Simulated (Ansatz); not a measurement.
## SnO2: band gap by level of theory

Space group Imma (No. 74). a = 6.498 Å, b = 6.829 Å, c = 6.828 Å, α = 90.00°, β = 90.00°, γ = 90.00°
```
atom  site  symmetry       x       y       z
  Sn    4c     .2/m.  0.7500  0.2500  0.2500
  Sn    4e       mm2  0.5000  0.7500  0.2536
   O    8i       .m.  0.2473  0.2500  0.5565
   O    8h       m..  0.0000  0.0565  0.2459
```

The cell is a database's computed one, not the measured one.

| rung | level | program and potentials | cutoff (eV) | k mesh | smearing | task | core time | chip | band gap (eV) | notes |
| --- | --- | --- | --- | --- | --- | --- | --- | --- | --- | --- |
| GGA | BLYP | Ansatz, Ansatz PAW | 420 | 5 × 5 × 5 | fermi-dirac 0.05 | band structure | 21 s | AMD EPYC 9R45 Zen 5 | 0.65 | potentials made for PBE, which Ansatz adapts in part |
| GGA | RPBE | Ansatz, Ansatz PAW | 420 | 6 × 6 × 6 | fermi-dirac 0.05 | band structure | 27 s | AMD EPYC 9R45 Zen 5 | 0.72 | potentials made for PBE, which Ansatz adapts in part |
| GGA | PBE | Ansatz, Ansatz PAW | 420 | 6 × 6 × 6 | gaussian 0.014 | single point | 33 s | Arm Neoverse V1 | 0.63 | - |
| LDA | LDA | Ansatz, Ansatz PAW | 420 | 6 × 6 × 6 | fermi-dirac 0.05 | band structure | 49 s | Intel Xeon 6975P-C Granite Rapids | 0.48 | potentials made for PBE, which Ansatz adapts in part |
| hybrid | HSE06 | Ansatz, Ansatz PAW | 420 | 4 × 4 × 4 | fermi-dirac 0.05 | single point | 58 s | AMD EPYC 7R13 Zen 3 | 2.32 | potentials made for PBE, which Ansatz adapts in part |
| GGA | revPBE | Ansatz, Ansatz PAW | 420 | 6 × 6 × 6 | fermi-dirac 0.05 | band structure | 96 s | Intel Xeon Platinum 8259CL Skylake/Cascade Lake | 0.69 | potentials made for PBE, which Ansatz adapts in part |
| GGA | BLYP | Ansatz, Ansatz PAW | 420 | 6 × 6 × 6 | fermi-dirac 0.05 | band structure | 1.9 min | Arm Neoverse V1 | 0.65 | potentials made for PBE, which Ansatz adapts in part |
| GGA | PBEsol | Ansatz, Ansatz PAW | 420 | 6 × 6 × 6 | fermi-dirac 0.05 | band structure | 2.5 min | Arm Neoverse V1 | 0.53 | potentials made for PBE, which Ansatz adapts in part |
| meta-GGA | r2SCAN | Ansatz, Ansatz PAW | 500 | 6 × 6 × 6 | fermi-dirac 0.05 | band structure | 3.9 min | Arm Neoverse V1 | 1.27 | potentials made for PBE, which Ansatz adapts in part |

Times are single runs on shared hosts and different chips, so they are rough; meshes, cutoffs and the tasks' sizes weigh on the time. All rows: no spin polarisation. Gaps are the least found on the k mesh or the band path, and a mesh can miss the band edges. Smearing widths are in eV. Meshes differ between rows, which moves values too. All levels ran on this one cell, unrelaxed unless noted. Meshes are those of the run's cell of 12 atoms unless a note names another. Runs on faulty files, with rough fits or with known faults for this quantity aren't shown. No row holds spin-orbit coupling.

By rung: LDA 0.48; GGA 0.53 to 0.72; meta-GGA 1.27; hybrid 2.32 (eV).
